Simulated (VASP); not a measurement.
# GaP in VASP: one cell, several levels of theory

Zincblende GaP, under -4.0 % strain along x alone is computed at one geometry. Runs: PBE, r2SCAN. The results are then set beside those of Ansatz 0.2.0 for the same cell.

Code: VASP 6.6.1. PAW datasets, plane waves. (Simulation; spin polarisation is off.)

## 1. Starting point

The cell comes from an earlier relaxation with r2SCAN in another program, then strained, with the atoms relaxed again.

Space group I-4m2 (No. 119), tetragonal; conventional cell a = 3.854 Å, c = 5.233 Å, 19.43 Å³ an atom. Around Ga lie 4 P at 2.33 Å; around P lie 4 Ga at 2.33 Å.

The structure in full:

```xyz
2
Lattice="0.0000 2.7254 2.7254 2.6164 0.0000 2.7254 2.6164 2.7254 0.0000" Properties=species:S:1:pos:R:3 pbc="T T T"
Ga    0.0000    0.0000    0.0000
P     1.3082    1.3627    1.3627
```

## 2. PBE

INCAR reads:

```
ENCUT = 520.000000
SIGMA = 0.020000
EDIFF = 1.00e-07
GGA = PE
PREC = Accurate
IBRION = -1
ISIF = 2
ISMEAR = -1
NBANDS = 16
NELM = 120
NSW = 0
LASPH = .TRUE.
LCHARG = .FALSE.
LWAVE = .FALSE.
LREAL = .FALSE.
```

KPOINTS reads:

```
KPOINTS created by Atomic Simulation Environment
0
Gamma
8 8 8
0 0 0
```

KPOINTS_OPT reads:

```
special points
7
Reciprocal
0.0000000000 0.0000000000 0.0000000000 1
-0.5000000000 -0.5000000000 0.0000000000 1
-0.3750000000 -0.3750000000 0.2500000000 1
-0.3750000000 0.0000000000 0.3750000000 1
0.0000000000 0.0000000000 0.5000000000 1
-0.5000000000 -0.2500000000 0.2500000000 1
0.0000000000 0.4218750000 0.4218750000 1
```

POSCAR reads:

```
Ga P
 1.0000000000000000
     0.0000000000000000    2.7253992946999999    2.7253992946999999
     2.6163833229000000    0.0000000000000000    2.7253992946999999
     2.6163833229000000    2.7253992946999999    0.0000000000000000
 Ga  P
   1   1
Cartesian
  0.0000000000000000  0.0000000000000000  0.0000000000000000
  1.3081916614500000  1.3626996473499999  1.3626996473499999
```

The run uses the recommended PBE PAW datasets (18 valence electrons a neutral cell).

On the command line:

```
$ mpirun -np 1 vasp_std
```

Printed to the terminal (iteration lines stand in OSZICAR):

```text
POSCAR found type information on POSCAR GaP
 POSCAR found :  2 types and       2 ions
 LDA part: xc-table for (Slater+PW92), standard interpolation
 POSCAR, INCAR and KPOINTS ok, starting setup
 FFT: planning ... GRIDC
 FFT: planning ... GRID_SOFT
 FFT: planning ... GRID
 WAVECAR not read
 entering main loop
 Start KPOINTS_OPT (optional k-point list driver)
k-point batch [1-7\7]
```

OSZICAR:

```text
N       E                     dE             d eps       ncg     rms          rms(c)
DAV:   1     0.827983192832E+02    0.82798E+02   -0.90549E+03  1944   0.165E+03
DAV:   2    -0.306219123140E+01   -0.85861E+02   -0.82143E+02  2168   0.320E+02
DAV:   3    -0.924870948072E+01   -0.61865E+01   -0.61650E+01  2344   0.661E+01
DAV:   4    -0.934376453076E+01   -0.95055E-01   -0.95039E-01  2328   0.875E+00
DAV:   5    -0.934550207330E+01   -0.17375E-02   -0.17375E-02  2424   0.104E+00    0.445E+00
DAV:   6    -0.909275451274E+01    0.25275E+00   -0.38151E-01  2928   0.110E+01    0.297E+00
DAV:   7    -0.906214600720E+01    0.30609E-01   -0.10412E-01  2568   0.224E+00    0.116E+00
DAV:   8    -0.906235293531E+01   -0.20693E-03   -0.13778E-02  2256   0.143E+00    0.232E-01
DAV:   9    -0.906274273765E+01   -0.38980E-03   -0.13260E-03  2480   0.483E-01    0.766E-02
DAV:  10    -0.906280393435E+01   -0.61197E-04   -0.11029E-04  2936   0.127E-01    0.352E-02
DAV:  11    -0.906286892893E+01   -0.64995E-04   -0.87235E-05  2264   0.768E-02    0.531E-03
DAV:  12    -0.906286866004E+01    0.26889E-06   -0.24191E-06  2352   0.201E-02    0.370E-03
DAV:  13    -0.906286893831E+01   -0.27826E-06   -0.78598E-07  2536   0.740E-03    0.204E-03
DAV:  14    -0.906286896155E+01   -0.23247E-07   -0.21001E-08  1680   0.113E-03
   1 F= -.90628690E+01 E0= -.90628690E+01  d E =-.581258E-11
       N       E                     dE             ncg
DAV:   1     0.160340403920E+04   -0.40895E+04      224
DAV:   2     0.986833071344E+03   -0.61657E+03      256
DAV:   3     0.935882529923E+03   -0.50951E+02      272
DAV:   4     0.934974325287E+03   -0.90820E+00      296
DAV:   5     0.934960691529E+03   -0.13634E-01      256
DAV:   6     0.934959998572E+03   -0.69296E-03      352
DAV:   7     0.934959996724E+03   -0.18475E-05      272
DAV:   8     0.934959996699E+03   -0.25328E-07      264
```

The lines after F= are the extra pass for the points of KPOINTS_OPT, at fixed density; their E is not a total energy.

Parts of OUTCAR:

```text
k-points           NKPTS =     59   k-points in BZ     NKDIM =     59   number of bands    NBANDS=     16

   NELECT =      18.0000    total number of electrons

   dimension x,y,z NGX =    30 NGY =   28 NGZ =   28
   dimension x,y,z NGXF=    60 NGYF=   56 NGZF=   56

  energy-cutoff  :      520.00
  volume of cell :       38.87
      direct lattice vectors                 reciprocal lattice vectors
     0.000000000  2.725399295  2.725399295    -0.191103496  0.183459356  0.183459356
     2.616383323  0.000000000  2.725399295     0.191103496 -0.183459356  0.183459356
     2.616383323  2.725399295  0.000000000     0.191103496  0.183459356 -0.183459356

 k-points in reciprocal lattice and weights: KPOINTS created by Atomic Simulation Env
   0.00000000  0.00000000  0.00000000       0.002
   0.12500000 -0.00000000 -0.00000000       0.016
   0.25000000 -0.00000000 -0.00000000       0.016
   0.37500000 -0.00000000 -0.00000000       0.016
   0.50000000 -0.00000000 -0.00000000       0.008
   0.12500000  0.12500000  0.00000000       0.008
   0.25000000  0.12500000 -0.00000000       0.031
   0.37500000  0.12500000 -0.00000000       0.031
[... 51 more k-points ...]

 E-fermi :   5.6126

 k-point     1 :       0.0000    0.0000    0.0000
  band No.  band energies     occupation
      1      -9.5542      2.00000
      2      -9.5542      2.00000
      3      -9.5419      2.00000
      4      -9.4412      2.00000
      5      -9.4353      2.00000
      6      -7.7244      2.00000
      7       5.0035      2.00000
      8       5.0035      2.00000
      9       5.2240      2.00000
     10       7.2324      0.00000
     11       8.9078      0.00000
     12       8.9936      0.00000
     13       8.9936      0.00000
     14      14.0530      0.00000
     15      14.5466      0.00000
     16      15.2640      0.00000

 k-point     2 :       0.1250   -0.0000   -0.0000
  band No.  band energies     occupation
      1      -9.5678      2.00000
      2      -9.5487      2.00000
      3      -9.5399      2.00000
      4      -9.4416      2.00000
      5      -9.4349      2.00000
      6      -7.5104      2.00000
      7       3.4353      2.00000
      8       4.7406      2.00000
      9       4.9286      2.00000
     10       7.7413      0.00000
     11       9.2775      0.00000
     12       9.3485      0.00000
     13       9.6865      0.00000
     14      13.9944      0.00000
     15      14.4713      0.00000
     16      15.0253      0.00000

 k-point     3 :       0.2500   -0.0000   -0.0000
  band No.  band energies     occupation
      1      -9.6029      2.00000
      2      -9.5373      2.00000
      3      -9.5295      2.00000
      4      -9.4412      2.00000
      5      -9.4321      2.00000
      6      -6.9046      2.00000
      7       1.1100      2.00000
      8       4.2488      2.00000
      9       4.5054      2.00000
     10       7.3545      0.00000
     11       9.7817      0.00000
     12       9.9051      0.00000
     13      11.6545      0.00000
     14      14.0114      0.00000
     15      14.1309      0.00000
     16      15.2142      0.00000

 k-point     4 :       0.3750   -0.0000   -0.0000
  band No.  band energies     occupation
      1      -9.6342      2.00000
      2      -9.5287      2.00000
      3      -9.5210      2.00000
      4      -9.4382      2.00000
      5      -9.4262      2.00000
      6      -6.0530      2.00000
      7      -0.8695      2.00000
      8       3.8688      2.00000
      9       4.1841      2.00000
     10       6.9726      0.00000
     11       9.7249      0.00000
     12      10.0448      0.00000
     13      13.2665      0.00000
     14      14.9259      0.00000
     15      15.4505      0.00000
     16      15.4759      0.00000

 k-point     5 :       0.5000   -0.0000   -0.0000
  band No.  band energies     occupation
      1      -9.6463      2.00000
      2      -9.5260      2.00000
      3      -9.5183      2.00000
      4      -9.4360      2.00000
      5      -9.4228      2.00000
      6      -5.5203      2.00000
      7      -1.7897      2.00000
      8       3.7319      2.00000
      9       4.0695      2.00000
     10       6.8360      0.00000
     11       9.6249      0.00000
     12       9.9959      0.00000
     13      13.4543      0.00000
     14      16.2018      0.00000
     15      16.6943      0.00000
     16      17.0906      0.00000

[... the tables of k-points 6 to 59 left out ...]

  Total        1.9771437      1.3073862      1.3073862      0.0000000      0.0000000      0.0000000
  in kB       81.4999160     53.8918170     53.8918170      0.0000000      0.0000000      0.0000000
  external PRESSURE =      63.0945167 kB  Pullay stress =       0.0000000 kB

 POSITION                                       TOTAL-FORCE (eV/Angst)
 -----------------------------------------------------------------------------------
      0.00000      0.00000      0.00000         0.000000      0.000000      0.000000
      1.30819      1.36270      1.36270        -0.000000     -0.000000     -0.000000
 -----------------------------------------------------------------------------------
    total drift:                                0.000001     -0.000002     -0.000002

  FREE ENERGIE OF THE ION-ELECTRON SYSTEM (eV)
  ---------------------------------------------------
  free  energy   TOTEN  =        -9.0628689616 eV

  energy  without entropy=       -9.0628689615  energy(sigma->0) =       -9.06286896
```

Hardware: 1 MPI rank of Intel Xeon Platinum 8488C, shared host.

The levels at the points of KPOINTS_OPT are read from vasprun.xml.

Band energies at the special points (eV, zero at the top of v, the last band that the electrons fill by count):

| point | v−1 | v | c | c+1 |
| --- | --- | --- | --- | --- |
| Γ | -0.22 | 0.00 | 2.01 | 3.68 |
| X | -2.88 | -2.85 | 1.52 | 1.77 |
| U | -4.30 | -2.42 | 2.13 | 4.89 |
| K | -4.30 | -2.42 | 2.13 | 4.89 |
| L | -1.49 | -1.15 | 1.61 | 4.40 |
| W | -3.91 | -3.78 | 4.84 | 5.20 |

PBE gives an indirect gap of 1.13 eV, from Γ to (0.00, 0.42, 0.42); the least direct gap is 2.01 eV. The pressure is 6.31 GPa; the forces vanish within 0.01 eV/Å.

## 3. r2SCAN at this geometry

INCAR reads:

```
ENCUT = 520.000000
SIGMA = 0.010000
EDIFF = 1.00e-07
ALGO = Normal
METAGGA = R2SCAN
PREC = Accurate
IBRION = -1
ISIF = 2
ISMEAR = 0
NBANDS = 16
NELM = 120
NSW = 0
LASPH = .TRUE.
LCHARG = .FALSE.
LWAVE = .FALSE.
LREAL = .FALSE.
```

KPOINTS is that of step 2.

KPOINTS_OPT is that of step 2.

POSCAR is that of step 2.

On the command line:

```
$ mpirun -np 1 vasp_std
```

Printed to the terminal (iteration lines stand in OSZICAR):

```text
POSCAR found type information on POSCAR GaP
 POSCAR found :  2 types and       2 ions
 -----------------------------------------------------------------------------
|                                                                             |
|                                                                             |
|     You enforced a specific xc type in the INCAR file but a different       |
|     I HOPE YOU KNOW WHAT YOU ARE DOING!                                     |
|                                                                             |
 -----------------------------------------------------------------------------

 LDA part: xc-table for (None), standard interpolation
 POSCAR, INCAR and KPOINTS ok, starting setup
 FFT: planning ... GRIDC
 FFT: planning ... GRID_SOFT
 FFT: planning ... GRID
 WAVECAR not read
 entering main loop
 Start KPOINTS_OPT (optional k-point list driver)
k-point batch [1-7\7]
```

OSZICAR:

```text
N       E                     dE             d eps       ncg     rms          rms(c)
DAV:   1     0.705336332854E+02    0.70534E+02   -0.92986E+03  1944   0.169E+03
DAV:   2    -0.172418807835E+02   -0.87776E+02   -0.84002E+02  2168   0.329E+02
DAV:   3    -0.236069464878E+02   -0.63651E+01   -0.63438E+01  2344   0.680E+01
DAV:   4    -0.237029934948E+02   -0.96047E-01   -0.96032E-01  2312   0.894E+00
DAV:   5    -0.237046737746E+02   -0.16803E-02   -0.16802E-02  2408   0.105E+00    0.505E+00
DAV:   6    -0.214403231732E+02    0.22644E+01   -0.59370E-01  2360   0.150E+01    0.327E+00
DAV:   7    -0.214291444825E+02    0.11179E-01   -0.21818E-01  2256   0.387E+00    0.175E+00
DAV:   8    -0.214333591166E+02   -0.42146E-02   -0.10226E-02  2440   0.815E-01    0.744E-01
DAV:   9    -0.214335154113E+02   -0.15629E-03   -0.20903E-03  2296   0.458E-01    0.756E-02
DAV:  10    -0.214335039708E+02    0.11440E-04   -0.14848E-04  2280   0.872E-02    0.357E-02
DAV:  11    -0.214335022873E+02    0.16835E-05   -0.17136E-05  2408   0.360E-02    0.697E-03
DAV:  12    -0.214335001303E+02    0.21570E-05   -0.15842E-06  2424   0.100E-02    0.288E-03
DAV:  13    -0.214335009674E+02   -0.83719E-06   -0.24101E-07  2296   0.726E-03    0.144E-03
DAV:  14    -0.214335014255E+02   -0.45803E-06   -0.18572E-08  1440   0.122E-03    0.118E-03
DAV:  15    -0.214335014603E+02   -0.34791E-07   -0.14283E-08  1216   0.270E-03
   1 F= -.21433501E+02 E0= -.21433501E+02  d E =-.266197E-27
       N       E                     dE             ncg
DAV:   1     0.156258566051E+04   -0.41303E+04      224
DAV:   2     0.923228629350E+03   -0.63936E+03      256
DAV:   3     0.870924959906E+03   -0.52304E+02      272
DAV:   4     0.869982213912E+03   -0.94275E+00      296
DAV:   5     0.869968520856E+03   -0.13693E-01      256
DAV:   6     0.869967843022E+03   -0.67783E-03      352
DAV:   7     0.869967841236E+03   -0.17859E-05      280
DAV:   8     0.869967841211E+03   -0.25317E-07      264
```

OUTCAR, selected sections:

```text
k-points           NKPTS =     59   k-points in BZ     NKDIM =     59   number of bands    NBANDS=     16

   NELECT =      18.0000    total number of electrons

   dimension x,y,z NGX =    30 NGY =   28 NGZ =   28
   dimension x,y,z NGXF=    60 NGYF=   56 NGZF=   56

  energy-cutoff  :      520.00
  volume of cell :       38.87
      direct lattice vectors                 reciprocal lattice vectors
     0.000000000  2.725399295  2.725399295    -0.191103496  0.183459356  0.183459356
     2.616383323  0.000000000  2.725399295     0.191103496 -0.183459356  0.183459356
     2.616383323  2.725399295  0.000000000     0.191103496  0.183459356 -0.183459356

 k-points in reciprocal lattice and weights: KPOINTS created by Atomic Simulation Env
   0.00000000  0.00000000  0.00000000       0.002
   0.12500000 -0.00000000 -0.00000000       0.016
   0.25000000 -0.00000000 -0.00000000       0.016
   0.37500000 -0.00000000 -0.00000000       0.016
   0.50000000 -0.00000000 -0.00000000       0.008
   0.12500000  0.12500000  0.00000000       0.008
   0.25000000  0.12500000 -0.00000000       0.031
   0.37500000  0.12500000 -0.00000000       0.031
[... 51 more k-points ...]

 E-fermi :   5.1183

 k-point     1 :       0.0000    0.0000    0.0000
  band No.  band energies     occupation
      1     -10.1786      2.00000
      2     -10.1781      2.00000
      3     -10.1664      2.00000
      4     -10.0511      2.00000
      5     -10.0450      2.00000
      6      -8.4516      2.00000
      7       4.8116      2.00000
      8       4.8120      2.00000
      9       5.0461      2.00000
     10       7.5832      0.00000
     11       9.0136      0.00000
     12       9.1103      0.00000
     13       9.1106      0.00000
     14      14.5472      0.00000
     15      14.8293      0.00000
     16      15.5735      0.00000

 k-point     2 :       0.1250   -0.0000   -0.0000
  band No.  band energies     occupation
      1     -10.1951      2.00000
      2     -10.1727      2.00000
      3     -10.1639      2.00000
      4     -10.0515      2.00000
      5     -10.0446      2.00000
      6      -8.2254      2.00000
      7       3.2440      2.00000
      8       4.5390      2.00000
      9       4.7383      2.00000
     10       7.9932      0.00000
     11       9.4108      0.00000
     12       9.4821      0.00000
     13       9.9063      0.00000
     14      14.2786      0.00000
     15      14.7834      0.00000
     16      15.5274      0.00000

 k-point     3 :       0.2500   -0.0000   -0.0000
  band No.  band energies     occupation
      1     -10.2358      2.00000
      2     -10.1603      2.00000
      3     -10.1523      2.00000
      4     -10.0510      2.00000
      5     -10.0417      2.00000
      6      -7.5889      2.00000
      7       0.8250      2.00000
      8       4.0252      2.00000
      9       4.2957      2.00000
     10       7.5574      0.00000
     11       9.9358      0.00000
     12      10.0636      0.00000
     13      12.0192      0.00000
     14      14.3160      0.00000
     15      14.4387      0.00000
     16      15.6787      0.00000

 k-point     4 :       0.3750   -0.0000   -0.0000
  band No.  band energies     occupation
      1     -10.2706      2.00000
      2     -10.1507      2.00000
      3     -10.1427      2.00000
      4     -10.0481      2.00000
      5     -10.0357      2.00000
      6      -6.6995      2.00000
      7      -1.2417      2.00000
      8       3.6263      2.00000
      9       3.9581      2.00000
     10       7.1618      0.00000
     11       9.8734      0.00000
     12      10.2052      0.00000
     13      13.6634      0.00000
     14      15.3631      0.00000
     15      15.8399      0.00000
     16      15.9232      0.00000

 k-point     5 :       0.5000   -0.0000   -0.0000
  band No.  band energies     occupation
      1     -10.2837      2.00000
      2     -10.1477      2.00000
      3     -10.1396      2.00000
      4     -10.0459      2.00000
      5     -10.0323      2.00000
      6      -6.1463      2.00000
      7      -2.1998      2.00000
      8       3.4822      2.00000
      9       3.8374      2.00000
     10       7.0210      0.00000
     11       9.7677      0.00000
     12      10.1520      0.00000
     13      13.8320      0.00000
     14      16.7773      0.00000
     15      17.1507      0.00000
     16      17.5613      0.00000

[... the tables of k-points 6 to 59 left out ...]

  Total        1.4405575      0.6856265      0.6856265      0.0000000      0.0000000     -0.0000000
  in kB       59.3812774     28.2622366     28.2622366      0.0000000      0.0000000     -0.0000000
  external PRESSURE =      38.6352502 kB  Pullay stress =       0.0000000 kB

 POSITION                                       TOTAL-FORCE (eV/Angst)
 -----------------------------------------------------------------------------------
      0.00000      0.00000      0.00000        -0.000000     -0.000000     -0.000000
      1.30819      1.36270      1.36270         0.000000      0.000000      0.000000
 -----------------------------------------------------------------------------------
    total drift:                               -0.000588     -0.000084     -0.000083

  FREE ENERGIE OF THE ION-ELECTRON SYSTEM (eV)
  ---------------------------------------------------
  free  energy   TOTEN  =       -21.4335014603 eV

  energy  without entropy=      -21.4335014603  energy(sigma->0) =      -21.43350146
```

Hardware: 1 MPI rank of Intel Xeon Platinum 8488C, shared host.

The levels at the points of KPOINTS_OPT are read from vasprun.xml.

Near the gap, in eV above the top of the last filled band v; c is the band after it:

| point | v−1 | v | c | c+1 |
| --- | --- | --- | --- | --- |
| Γ | -0.23 | 0.00 | 2.54 | 3.97 |
| X | -3.01 | -2.98 | 1.78 | 2.05 |
| U | -4.45 | -2.53 | 2.42 | 5.28 |
| K | -4.45 | -2.53 | 2.42 | 5.28 |
| L | -1.56 | -1.21 | 1.97 | 4.72 |
| W | -4.06 | -3.91 | 5.18 | 5.65 |

Gap with r2SCAN: 1.37 eV, valence top at Γ, conduction bottom at (0.00, 0.42, 0.42). Least direct gap: 2.54 eV. The pressure is 3.86 GPa; the forces vanish within 0.01 eV/Å.

## 4. What came out

| level | gap (eV) | pressure (GPa) | Ansatz: gap (eV) | Ansatz: pressure (GPa) |
| --- | --- | --- | --- | --- |
| PBE | 1.13 | 6.31 | 1.13 | 6.36 |
| r2SCAN | 1.37 | 3.86 | 1.36 | 3.91 |

The gap spans 1.13 eV (PBE) to 1.37 eV (r2SCAN). At this one volume the pressure spans 3.9 GPa (r2SCAN) to 6.3 GPa (PBE): PBE wants the largest cell and r2SCAN the smallest. The two programs agree on the gap within 0.02 eV, far less than the spread between functionals. Datasets and cutoffs are each program's own.
